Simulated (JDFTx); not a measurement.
# HgTe (Coloradoite) (F-43m) in JDFTx: settings compared

The runs below take HgTe (Coloradoite) through band structure, with LDA, PBEsol.

Program: JDFTx 1.7.0 (patched build). These are calculated values, not measurements. Logs are shortened: lines on timing, memory, paths and dates and some standing lists are left out, and cuts for length are marked. The log counts tension as positive stress, the text compression.

## 1. The structure

It takes space group F-43m (No. 216, cubic). The conventional cell has a = 6.429 Å, b = 6.429 Å, c = 6.429 Å, α = 90.00°, β = 90.00°, γ = 90.00°. Hg (site symmetry -43m) is surrounded by 4 Te at 2.78 Å. Around Te (site symmetry -43m) lie 4 Hg at 2.78 Å.

## 2. Band structure, LDA

File bands.in:

```
lattice \
    0.0000000000     3.2145000000     3.2145000000 \
    3.2145000000     0.0000000000     3.2145000000 \
    3.2145000000     3.2145000000     0.0000000000
latt-scale 1.889726124626 1.889726124626 1.889726124626
coords-type Lattice
ion Hg     0.0000000000     0.0000000000     0.0000000000 1
ion Te     0.7500000000     0.7500000000     0.7500000000 1

ion-species pseudo/Hg.upf
ion-species pseudo/Te.upf
elec-cutoff 40 320
elec-ex-corr lda-PW
elec-smearing Fermi 0.0018374661
elec-n-bands 25
electronic-minimize nIterations 30 energyDiffThreshold 1e-06
davidson-band-ratio 1.3
forces-output-coords Cartesian
include path.kpoints
symmetries none
fix-electron-density run.$VAR

dump-name bands.$VAR
dump End Ecomponents EigStats BandEigs Kpoints Forces
```

File path.kpoints:

```
kpoint +0.0000000000 +0.0000000000 +0.0000000000 0.020000000000
kpoint +0.0714285714 +0.0000000000 +0.0714285714 0.020000000000
kpoint +0.1428571429 +0.0000000000 +0.1428571429 0.020000000000
kpoint +0.2142857143 +0.0000000000 +0.2142857143 0.020000000000
kpoint +0.2857142857 +0.0000000000 +0.2857142857 0.020000000000
kpoint +0.3571428571 +0.0000000000 +0.3571428571 0.020000000000
kpoint +0.4285714286 +0.0000000000 +0.4285714286 0.020000000000
kpoint +0.5000000000 +0.0000000000 +0.5000000000 0.020000000000
kpoint +0.5000000000 +0.0833333333 +0.5833333333 0.020000000000
kpoint +0.5000000000 +0.1666666667 +0.6666666667 0.020000000000
kpoint +0.5000000000 +0.2500000000 +0.7500000000 0.020000000000
kpoint +0.4375000000 +0.3125000000 +0.7500000000 0.020000000000
kpoint +0.3750000000 +0.3750000000 +0.7500000000 0.020000000000
kpoint +0.3281250000 +0.3281250000 +0.6562500000 0.020000000000
kpoint +0.2812500000 +0.2812500000 +0.5625000000 0.020000000000
kpoint +0.2343750000 +0.2343750000 +0.4687500000 0.020000000000
kpoint +0.1875000000 +0.1875000000 +0.3750000000 0.020000000000
kpoint +0.1406250000 +0.1406250000 +0.2812500000 0.020000000000
kpoint +0.0937500000 +0.0937500000 +0.1875000000 0.020000000000
kpoint +0.0468750000 +0.0468750000 +0.0937500000 0.020000000000
kpoint +0.0000000000 +0.0000000000 +0.0000000000 0.020000000000
kpoint +0.0833333333 +0.0833333333 +0.0833333333 0.020000000000
kpoint +0.1666666667 +0.1666666667 +0.1666666667 0.020000000000
kpoint +0.2500000000 +0.2500000000 +0.2500000000 0.020000000000
kpoint +0.3333333333 +0.3333333333 +0.3333333333 0.020000000000
kpoint +0.4166666667 +0.4166666667 +0.4166666667 0.020000000000
kpoint +0.5000000000 +0.5000000000 +0.5000000000 0.020000000000
kpoint +0.5250000000 +0.4500000000 +0.5250000000 0.020000000000
kpoint +0.5500000000 +0.4000000000 +0.5500000000 0.020000000000
kpoint +0.5750000000 +0.3500000000 +0.5750000000 0.020000000000
kpoint +0.6000000000 +0.3000000000 +0.6000000000 0.020000000000
kpoint +0.6250000000 +0.2500000000 +0.6250000000 0.020000000000
kpoint +0.5625000000 +0.2500000000 +0.6875000000 0.020000000000
kpoint +0.5000000000 +0.2500000000 +0.7500000000 0.020000000000
kpoint +0.5000000000 +0.2916666667 +0.7083333333 0.020000000000
kpoint +0.5000000000 +0.3333333333 +0.6666666667 0.020000000000
kpoint +0.5000000000 +0.3750000000 +0.6250000000 0.020000000000
kpoint +0.5000000000 +0.4166666667 +0.5833333333 0.020000000000
kpoint +0.5000000000 +0.4583333333 +0.5416666667 0.020000000000
kpoint +0.5000000000 +0.5000000000 +0.5000000000 0.020000000000
kpoint +0.4791666667 +0.4791666667 +0.5416666667 0.020000000000
kpoint +0.4583333333 +0.4583333333 +0.5833333333 0.020000000000
kpoint +0.4375000000 +0.4375000000 +0.6250000000 0.020000000000
kpoint +0.4166666667 +0.4166666667 +0.6666666667 0.020000000000
kpoint +0.3958333333 +0.3958333333 +0.7083333333 0.020000000000
kpoint +0.3750000000 +0.3750000000 +0.7500000000 0.020000000000
kpoint +0.6250000000 +0.2500000000 +0.6250000000 0.020000000000
kpoint +0.5833333333 +0.1666666667 +0.5833333333 0.020000000000
kpoint +0.5416666667 +0.0833333333 +0.5416666667 0.020000000000
kpoint +0.5000000000 +0.0000000000 +0.5000000000 0.020000000000
```

Potentials or basis: PseudoDojo-SR-LDA-0.4.1-standard with smoothed tails.

Run with:

```console
> jdftx -c 1 -i bands.in -o bands.out
```

Log:

```text
*************** JDFTx 1.7.0 (patched build) ***************

Input parsed successfully to the following command list (including defaults):
[... the input with its defaults ...]

---------- Initializing the Grid ----------
R =
[            0      6.07452      6.07452  ]
[      6.07452            0      6.07452  ]
[      6.07452      6.07452            0  ]
unit cell volume = 448.298
G =
[  -0.517175   0.517175   0.517175  ]
[   0.517175  -0.517175   0.517175  ]
[   0.517175   0.517175  -0.517175  ]
Minimum fftbox size, Smin = [  72  72  72  ]
Chosen fftbox size, S = [  72  72  72  ]

---------- Initializing tighter grid for wavefunction operations ----------
R =
[            0      6.07452      6.07452  ]
[      6.07452            0      6.07452  ]
[      6.07452      6.07452            0  ]
unit cell volume = 448.298
G =
[  -0.517175   0.517175   0.517175  ]
[   0.517175  -0.517175   0.517175  ]
[   0.517175   0.517175  -0.517175  ]
Minimum fftbox size, Smin = [  52  52  52  ]
Chosen fftbox size, S = [  54  54  54  ]

---------- Exchange Correlation functional ----------
Initalized Slater LDA exchange.
Initalized Perdew-Wang LDA correlation.

---------- Setting up pseudopotentials ----------
Width of ionic core gaussian charges (only for fluid interactions / plotting) set to 0

Reading pseudopotential file 'pseudo/Hg.upf':
  'Hg' pseudopotential, 'SLA  PW   NOGX NOGC' functional
  Generated using ONCVPSP code by D. R. Hamann
  20 valence electrons, 4 orbitals, 7 projectors, 1001 radial grid points, with lMax = 3
    5S    l: 0   occupation:  2.0   eigenvalue: -4.356959
    5P    l: 1   occupation:  6.0   eigenvalue: -2.453404
    5D    l: 2   occupation: 10.0   eigenvalue: -0.370031
    6S    l: 0   occupation:  2.0   eigenvalue: -0.261959
  Core radius for overlap checks: 1.57 bohrs.

Reading pseudopotential file 'pseudo/Te.upf':
  'Te' pseudopotential, 'SLA  PW   NOGX NOGC' functional
  Generated using ONCVPSP code by D. R. Hamann
  16 valence electrons, 3 orbitals, 6 projectors, 1001 radial grid points, with lMax = 2
    4D    l: 2   occupation: 10.0   eigenvalue: -1.532468
    5S    l: 0   occupation:  2.0   eigenvalue: -0.564382
    5P    l: 1   occupation:  4.0   eigenvalue: -0.224579
  Core radius for overlap checks: 2.04 bohrs.

Initialized 2 species with 2 total atoms.

Folded 50 k-points by 1x1x1 to 50 k-points.

---------- Setting up k-points, bands, fillings ----------
No reducable k-points.
Computing the number of bands and number of electrons
Calculating initial fillings.
nElectrons:  36.000000   nBands: 25   nStates: 50

----- Setting up reduced wavefunction bases (one per k-point) -----
average nbasis = 5422.740 , ideal nbasis = 5416.901

---------- Setting up ewald sum ----------
Optimum gaussian width for ewald sums = 2.758944 bohr.
Real space sum over 1331 unit cells with max indices [  5  5  5  ]
Reciprocal space sum over 2197 terms with max indices [  6  6  6  ]

---------- Allocating electronic variables ----------
Reading n from file 'run.n' ... done
Initializing wave functions:  linear combination of atomic orbitals
Note: number of bands (25) exceeds available atomic orbitals (19)

----------- Band structure minimization -------------
Minimization will be done independently for each quantum number.

---- Minimization of quantum number:     0  [ +0.0000000 +0.0000000 +0.0000000 ]  0.040000000 ----
BandDavidson: Iter:   0  Eband: -0.349575221475319
BandDavidson: Iter:   1  Eband: -0.404798635531193  dEband: -5.522341e-02
BandDavidson: Iter:   2  Eband: -0.410949225839368  dEband: -6.150590e-03
BandDavidson: Iter:   3  Eband: -0.411498845391278  dEband: -5.496196e-04
[... 642 lines of inner loops ...]
BandDavidson: Iter:   9  Eband: -0.402180421550337  dEband: -1.566609e-06
BandDavidson: Iter:  10  Eband: -0.402180992964223  dEband: -5.714139e-07
BandDavidson: Converged (dEband<1.000000e-06)
	FillingsUpdate:  mu: +0.325461235  nElectrons: 36.000000
WARNING: these k-points are no uniform mesh, so that mu and the fillings of partly filled bands are only those of these points: take mu from the calculation that made the density or potential.

Dumping 'bands.eigStats' ...
	eMin: -3.913847 at state 0 ( [ +0.000000 +0.000000 +0.000000 ] spin 0 )
	HOMO: +0.323683 at state 0 ( [ +0.000000 +0.000000 +0.000000 ] spin 0 )
	mu  : +0.325461
	LUMO: +0.337676 at state 21 ( [ +0.083333 +0.083333 +0.083333 ] spin 0 )
	eMax: +0.768135 at state 6 ( [ +0.428571 +0.000000 +0.428571 ] spin 0 )
	HOMO-LUMO gap: +0.013993
	Optical gap  : +0.015290 at state 19 ( [ +0.046875 +0.046875 +0.093750 ] spin 0 )
Done!
[note: mu, HOMO and LUMO in a band run belong to the points of the path alone and aren't those of the crystal]
```

Run time: 84 s. Hardware: 1 thread of Arm Neoverse V1, shared host; peak memory 0.19 GiB.

Results:

```
Band gap along the path : none (metal or under the smearing width)
```

Levels at the corners of the path, in eV from the Fermi level:
```
point  band 16  band 17  band 18  band 19  band 20  band 21
    Γ    -0.93    -0.04    -0.04    -0.04     4.13     4.13
    X    -5.61    -2.40    -2.40     1.77     2.26     8.02
    W    -5.72    -2.82    -2.68     3.05     4.46     5.15
    K    -5.65    -3.07    -2.00     2.11     3.87     6.88
    Γ    -0.93    -0.04    -0.04    -0.04     4.13     4.13
    L    -5.70    -1.06    -1.06     0.53     4.95     4.95
    U    -5.65    -3.07    -2.00     2.11     3.87     6.88
    W    -5.72    -2.82    -2.68     3.05     4.46     5.15
    L    -5.70    -1.06    -1.06     0.53     4.95     4.95
    K    -5.65    -3.07    -2.00     2.11     3.87     6.88
    U    -5.65    -3.07    -2.00     2.11     3.87     6.88
    X    -5.61    -2.40    -2.40     1.77     2.26     8.02
```

Caveat: spin-orbit coupling is left out, which moves the levels of the heavy elements.

## 3. Band structure, PBEsol

Edit bands.in of step 2 so:

```diff
@@ -12,3 +12,3 @@
 elec-cutoff 40 320
-elec-ex-corr lda-PW
+elec-ex-corr gga-PBEsol
 elec-smearing Fermi 0.0018374661
```

path.kpoints is that of step 2.

Potentials or basis: PseudoDojo-SR-PBEsol-0.4.1-standard with smoothed tails.

Run with:

```console
> jdftx -c 1 -i bands.in -o bands.out
```

Log:

```text
*************** JDFTx 1.7.0 (patched build) ***************

Input parsed successfully to the following command list (including defaults):

basis kpoint-dependent
coords-type Lattice
core-overlap-check vector
coulomb-interaction Periodic
davidson-band-ratio 1.3
dump End Forces BandEigs EigStats Ecomponents Kpoints
dump-name bands.$VAR
elec-cutoff 40 320
elec-eigen-algo Davidson
elec-ex-corr gga-PBEsol
elec-n-bands 25 1
elec-smearing Fermi 0.00183747
electronic-minimize  \
	dirUpdateScheme      FletcherReeves \
	linminMethod         DirUpdateRecommended \
	nIterations          30 \
	history              15 \
	knormThreshold       0 \
	maxThreshold         no \
	energyDiffThreshold  1e-06 \
	nEnergyDiff          2 \
	convergeAll          no \
	alphaTstart          1 \
[... 223 lines left out ...]
nElectrons:  36.000000   nBands: 25   nStates: 50

----- Setting up reduced wavefunction bases (one per k-point) -----
average nbasis = 5422.740 , ideal nbasis = 5416.901

---------- Setting up ewald sum ----------
Optimum gaussian width for ewald sums = 2.758944 bohr.
Real space sum over 1331 unit cells with max indices [  5  5  5  ]
Reciprocal space sum over 2197 terms with max indices [  6  6  6  ]

---------- Allocating electronic variables ----------
Reading n from file 'run.n' ... done
Initializing wave functions:  linear combination of atomic orbitals
Note: number of bands (25) exceeds available atomic orbitals (19)

----------- Band structure minimization -------------
Minimization will be done independently for each quantum number.

---- Minimization of quantum number:     0  [ +0.0000000 +0.0000000 +0.0000000 ]  0.040000000 ----
BandDavidson: Iter:   0  Eband: -0.341644235117014
BandDavidson: Iter:   1  Eband: -0.397568574390079  dEband: -5.592434e-02
BandDavidson: Iter:   2  Eband: -0.403798303152057  dEband: -6.229729e-03
BandDavidson: Iter:   3  Eband: -0.404437662251624  dEband: -6.393591e-04
[... 639 lines of inner loops ...]
BandDavidson: Iter:   9  Eband: -0.394982565920559  dEband: -1.440862e-06
BandDavidson: Iter:  10  Eband: -0.394983088536980  dEband: -5.226164e-07
BandDavidson: Converged (dEband<1.000000e-06)
	FillingsUpdate:  mu: +0.332299261  nElectrons: 36.000000
WARNING: these k-points are no uniform mesh, so that mu and the fillings of partly filled bands are only those of these points: take mu from the calculation that made the density or potential.

Dumping 'bands.eigStats' ...
	eMin: -3.903316 at state 0 ( [ +0.000000 +0.000000 +0.000000 ] spin 0 )
	HOMO: +0.330519 at state 0 ( [ +0.000000 +0.000000 +0.000000 ] spin 0 )
	mu  : +0.332299
	LUMO: +0.346041 at state 19 ( [ +0.046875 +0.046875 +0.093750 ] spin 0 )
	eMax: +0.775094 at state 6 ( [ +0.428571 +0.000000 +0.428571 ] spin 0 )
	HOMO-LUMO gap: +0.015522
	Optical gap  : +0.016789 at state 19 ( [ +0.046875 +0.046875 +0.093750 ] spin 0 )
Done!
[note: mu, HOMO and LUMO in a band run belong to the points of the path alone and aren't those of the crystal]
```

It took 91 s on 1 thread of Arm Neoverse V1, shared host; peak memory 0.2 GiB.

Results:

- Band gap along the path: none (metal or under the smearing width)

Levels at the corners of the path, in eV from the Fermi level:
| point | band 14 | band 15 | band 16 | band 17 | band 18 | band 19 | band 20 | band 21 | band 22 | band 23 |
| --- | --- | --- | --- | --- | --- | --- | --- | --- | --- | --- |
| Γ | -6.91 | -6.91 | -0.81 | -0.04 | -0.04 | -0.04 | 4.14 | 4.14 | 4.14 | 6.31 |
| X | -6.84 | -6.44 | -5.59 | -2.40 | -2.40 | 1.80 | 2.31 | 8.10 | 8.89 | 8.89 |
| W | -6.96 | -6.26 | -5.69 | -2.82 | -2.68 | 3.10 | 4.50 | 5.20 | 6.03 | 9.50 |
| K | -6.88 | -6.35 | -5.62 | -3.07 | -2.00 | 2.15 | 3.91 | 6.92 | 7.16 | 7.62 |
| Γ | -6.91 | -6.91 | -0.81 | -0.04 | -0.04 | -0.04 | 4.14 | 4.14 | 4.14 | 6.31 |
| L | -6.89 | -6.60 | -5.67 | -1.06 | -1.06 | 0.60 | 4.96 | 4.96 | 6.68 | 7.78 |
| U | -6.88 | -6.35 | -5.62 | -3.07 | -2.00 | 2.15 | 3.91 | 6.92 | 7.16 | 7.62 |
| W | -6.96 | -6.26 | -5.69 | -2.82 | -2.68 | 3.10 | 4.50 | 5.20 | 6.03 | 9.50 |
| L | -6.89 | -6.60 | -5.67 | -1.06 | -1.06 | 0.60 | 4.96 | 4.96 | 6.68 | 7.78 |
| K | -6.88 | -6.35 | -5.62 | -3.07 | -2.00 | 2.15 | 3.91 | 6.92 | 7.16 | 7.62 |
| U | -6.88 | -6.35 | -5.62 | -3.07 | -2.00 | 2.15 | 3.91 | 6.92 | 7.16 | 7.62 |
| X | -6.84 | -6.44 | -5.59 | -2.40 | -2.40 | 1.80 | 2.31 | 8.10 | 8.89 | 8.89 |

Caveat: spin-orbit coupling is left out, which moves the levels of the heavy elements.
